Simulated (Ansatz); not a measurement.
AlSb (F-43m), r2SCAN with spin-orbit coupling, rigid bands run with Ansatz (an electronic-structure program): N_v = 1.30e19 cm⁻³ at 300 K and a hole conductivity mass of 0.393 mₑ.

Q: For 1e17 holes per cm³ at 300 K, place the Fermi level, estimate the Seebeck coefficient of a parabolic band with constant τ, and give mobility and conductivity for τ = 20 fs.

A: The level lies k_BT ln(N_v/p) = 0.126 eV above the valence-band maximum. S ≈ +(k_B/e)[ln(N_v/p) + 5/2] = 635 μV/K, against 631 μV/K from the full bands (mean over directions). μ = eτ/m = 89.5 cm²/(V·s) and σ = peμ = 1.43 S/cm. τ is assumed, not computed.

Band transport and this doping are assumed; polarons and phonon drag are left out.
